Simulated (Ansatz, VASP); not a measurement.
**Two plane-wave programs on CuI (Marshite)**

The input POSCAR:

```
CuI
1.0
    0.0000000000      3.0315000000      3.0315000000
    3.0315000000      0.0000000000      3.0315000000
    3.0315000000      3.0315000000      0.0000000000
Cu I
1 1
Direct
    0.2500000000      0.2500000000      0.2500000000
    0.0000000000      0.0000000000      0.0000000000
```

File INCAR.step1:

```
  PREC = Accurate
  ENCUT = 600
  ISMEAR = 0
  SIGMA = 0.02
  LREAL = False
  LASPH = True
  NELM = 100
  GGA = PE
  ALGO = Normal
  EDIFF = 1E-4
  LWAVE = True
  LCHARG = False
```

INCAR.step2

```
  PREC = Accurate
  ENCUT = 600
  EDIFF = 1E-6
  ISMEAR = 0
  SIGMA = 0.02
  LREAL = False
  LASPH = True
  NELM = 100
  ALGO = Normal
  ISIF = 3
  LWAVE = False
  LCHARG = False
  METAGGA = R2SCAN
  LMIXTAU = True
  IBRION = 2
  NSW = 100
  EDIFFG = -0.005
  ISTART = 1
```

The input KPOINTS:

```
Automatic mesh
0
Gamma
  8 8 8
```

Input for Ansatz:

```yaml
crystal:
  lattice:
    - [0.0, 3.0315, 3.0315]
    - [3.0315, 0.0, 3.0315]
    - [3.0315, 3.0315, 0.0]
  atoms:
    - { symbol: Cu, position: [0.25, 0.25, 0.25] }
    - { symbol: I, position: [0.0, 0.0, 0.0] }
basis:
  ecutwfc: 500
kpoints:
  mp_grid: { grid: [8, 8, 8] }
hamiltonian:
  xc: r2scan
scf:
  occupations: { method: gaussian, width: 0.02 }
output:
  forces: true
  stress: true
  eigenvalues: true
relax:
  adjacent_minimum: "off"
  f_tol: 0.005
  max_steps: 80
  cell: { stress_tol: 0.05 }
```

Alike in both runs: task relaxation of cell and atoms; functional r2SCAN; k mesh 8 × 8 × 8; occupations gaussian, width 0.02 eV; no spin polarisation.

|  | VASP | Ansatz |
| --- | --- | --- |
| version | VASP 6.6.1 | Ansatz 0.2.0 |
| potentials or method | VASP PAW PBE potentials, release 64 (Cu, I) | scalar-relativistic, plane waves, PAW |
| plane-wave cutoff (eV) | 600 | 500 |
| valence electrons in the cell | 18 | 36 |

```tsv
	VASP	Ansatz	Ansatz less VASP
gap on the k mesh at the Fermi level, each at its own relaxed structure (eV)	1.68	1.67	-0.010
relaxed volume (Å³/atom)	27.28	27.32	+0.041
relaxed cell length with the largest relative difference (Å)	4.257	4.259	+0.0021
energy change over the relaxation (meV/atom)	-2	-1	+0.1
```

The two sets of potentials don't hold the same shells in valence.

Caveats: the PAW data sets were made with another functional, which shifts forces and pressure a little (VASP); spin-orbit coupling is left out, which moves the levels of the heavy elements. r2SCAN opens gaps a little over a GGA but as a rule still falls short of measured ones.
